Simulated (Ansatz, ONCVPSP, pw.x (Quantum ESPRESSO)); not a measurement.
From atom to crystal: ONCV potential for Mo

* Element: Mo (Z = 42)
* Generator: ONCVPSP 4.0.1.1 (patched build)
* Type: optimised norm-conserving Vanderbilt (ONCV)
* Functional: PBE
* Relativity: scalar-relativistic
* Frozen core: [Ar] 3d10
* Valence charge: 14
* Reference configuration: 4s2 4p6 4d5 5s1
* Partial waves: 4s+5s: rc 2.10 bohr, ncon 4, nbas 8, qcut 4.8 1/bohr, 2 projectors; 4p: rc 1.60 bohr, ncon 5, nbas 9, qcut 8.2 1/bohr, 1 projector; 4d: rc 2.35 bohr, ncon 4, nbas 9, qcut 7.9 1/bohr, 1 projector
* Local potential: polynomial inside 1.40 bohr (lpopt 4, dvloc0 6 Ha)
* Core correction: Teter function, fcfact 4.5, rcfact 1.55

Atomic tests: cutoffs needed: 25 Ha and 31 Ha (the cutoffs (Ha) at which the residual kinetic energy of the hardest occupied pseudo-wave falls to 1 and 0.1 mHa per electron); ghost test: no bound ghost flagged; no localised positive-energy state flagged; largest excitation error: -3.8 meV (all-electron minus pseudo) for 4s2 4p6 4d4 5s0, out of 4 test configurations.

Crystal test: fcc Mo in pw.x 7.5, no spin, 14³ k-points, Fermi–Dirac smearing 0.01 Ry, cutoffs 75/300 Ry. The lattice is a test structure that the element need not adopt, and mesh and smearing are coarse.

pw.x input:

```
&control
  calculation='scf', prefix='x', pseudo_dir='./', outdir='./tmp', tstress=.true., disk_io='low'
/
&system
  ibrav=0, nat=1, ntyp=1, ecutwfc=75, ecutrho=300, nbnd=15,
  occupations='smearing', smearing='fd', degauss=0.01
/
&electrons
  conv_thr=1e-09, mixing_beta=0.4, electron_maxstep=70
/
ATOMIC_SPECIES
Mo 1.0 Mo.UPF
CELL_PARAMETERS angstrom
  0.00000000 2.00112437 2.00112437
  2.00112437 0.00000000 2.00112437
  2.00112437 2.00112437 0.00000000
ATOMIC_POSITIONS crystal
Mo 0.0000 0.0000 0.0000
K_POINTS automatic
14 14 14 0 0 0
```

```bash
pw.x < Mo.scf.in > Mo.scf.out
```

**Question.** How does the run end?

**Answer.** It converges; the pressure is 1.73 GPa against 0.44 GPa from all-electron LAPW.  The log shows:

```
     number of Kohn-Sham states=           15
     kinetic-energy cutoff     =      75.0000  Ry
     charge density cutoff     =     300.0000  Ry
     scf convergence threshold =      1.0E-09
     Exchange-correlation= PBE
     number of k points=   104  Fermi-Dirac smearing, width (Ry)=  0.0100
     iteration #  1     ecut=    75.00 Ry     beta= 0.40
     total energy              =    -148.37832129 Ry
     estimated scf accuracy    <       0.11491942 Ry
     iteration #  2     ecut=    75.00 Ry     beta= 0.40
     total energy              =    -148.38540997 Ry
     estimated scf accuracy    <       0.01065963 Ry
     iteration #  3     ecut=    75.00 Ry     beta= 0.40
     total energy              =    -148.38649396 Ry
     estimated scf accuracy    <       0.00085066 Ry
     iteration #  4     ecut=    75.00 Ry     beta= 0.40
     total energy              =    -148.38653719 Ry
     estimated scf accuracy    <       0.00002307 Ry
     iteration #  5     ecut=    75.00 Ry     beta= 0.40
     total energy              =    -148.38654204 Ry
     estimated scf accuracy    <       0.00000071 Ry
     iteration #  6     ecut=    75.00 Ry     beta= 0.40
     total energy              =    -148.38654214 Ry
     estimated scf accuracy    <       0.00000001 Ry
     iteration #  7     ecut=    75.00 Ry     beta= 0.40
     total energy              =    -148.38654213 Ry
     estimated scf accuracy    <       0.00000002 Ry
     iteration #  8     ecut=    75.00 Ry     beta= 0.40
     the Fermi energy is    20.2547 ev
!    total energy              =    -148.38654214 Ry
     estimated scf accuracy    <          1.2E-10 Ry
     smearing contrib. (-TS)   =      -0.00578829 Ry
     The total energy is F=E-TS. E is the sum of the following terms:
     one-electron contribution =     -19.27303483 Ry
     hartree contribution      =      18.86578898 Ry
     xc contribution           =     -29.15628354 Ry
     ewald contribution        =    -118.81722445 Ry
     convergence has been achieved in   8 iterations
          total   stress  (Ry/bohr**3)                   (kbar)     P=       17.27
```
